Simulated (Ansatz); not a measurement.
# In: energy change per atom and pressure as volume scale varies

Plane-wave DFT, scalar-relativistic PAW made under PBE with cores redone for the functional, no dispersion; the given relaxed cell is scaled uniformly, energy at zero smearing counts from the unscaled cell, pressure at the given Fermi-Dirac smearing is positive in compression. The results are calculated, by Ansatz 0.2.0.

The cell before it is scaled or strained (space group P6_3/mmc, No. 194):
```
cell vectors (Å)
   3.4475     0.0000     0.0000
  -1.7238     2.9856     0.0000
   0.0000     0.0000    11.1976
atoms (fractions of the cell vectors)
In  1.00000  1.00000  1.00000
In  1.00000  1.00000  0.50000
In  0.33333  0.66667  0.25000
In  0.66667  0.33333  0.75000
```

Settings of every row: spin polarised no; functional RPBE; wave cutoff 420 eV; smearing width 0.1 eV; k mesh 12x12x4.

Atom starting moment: 0 on all atoms.

Limits: the cell comes from a prototype or a list of computed structures and needn't be the stable phase.

```
row  volume scale  V (Å³/atom)  energy change per atom (meV)  pressure (GPa)
  1          0.88       25.356                             ?               ?
  2          0.92       26.509                         20.01            3.13
  3          0.96       27.661                          4.41            1.38
  4          1.04       29.966                          4.32           -1.04
  5          1.08       31.119                          15.4           -1.86
  6          1.12       32.271                          31.7           -2.49
```

Question: what energy change per atom and pressure should row 1 give?

Worked fit of energy change per atom. Take u = (V_r/V)^(2/3) − 1 with V_r = 29.966 Å³ an atom, which is twice the finite (Eulerian) strain; such expansions in the strain, on which the Birch-Murnaghan equation of state is built, carry the rest volume and the bulk modulus. The shown rows have u = 0.08515, 0.05481, 0, -0.02486, -0.0482. Least squares give energy change per atom = 4.179 − 300.789 × u + 5688.76 × u² meV; a straight line predicts inner rows, each left out in turn, worse (root mean square 11 against 0.47 meV). The rows lie off it by 0.20, -0.37, 0.14, 0.23, -0.19 (root mean square 0.24 meV). The withheld row has u = 0.1178, so the fit gives 4.179 − 300.789 × (0.1178) + 5688.76 × (0.1178)² = 47.69 meV.

The calculation gave 49.98 meV. The fit lies 2.29 meV (4.6 % of the value, 5 % of the column's range) below it; its largest miss of a shown row is 0.37 meV. This row lies beyond the range of the fit.

Worked fit of pressure. Take u = (V_r/V)^(2/3) − 1 with V_r = 29.966 Å³ an atom, which is twice the finite (Eulerian) strain; such expansions in the strain, on which the Birch-Murnaghan equation of state is built, carry the rest volume and the bulk modulus. The shown rows have u = 0.08515, 0.05481, 0, -0.02486, -0.0482. Least squares give pressure = −1.047 + 36.699 × u + 143.82 × u² GPa; a straight line predicts inner rows, each left out in turn, worse (root mean square 0.28 against 0.021 GPa). The rows lie off it by 0.01, -0.02, 0.01, 0.01, -0.01. The withheld row has u = 0.1178, so the fit gives −1.047 + 36.699 × (0.1178) + 143.82 × (0.1178)² = 5.27 GPa.

The calculation gave 5.37 GPa. The fit lies 0.10 GPa (1.9 % of the value, 1.3 % of the column's range) below it; its largest miss of a shown row is 0.02 GPa. This row lies beyond the range of the fit.
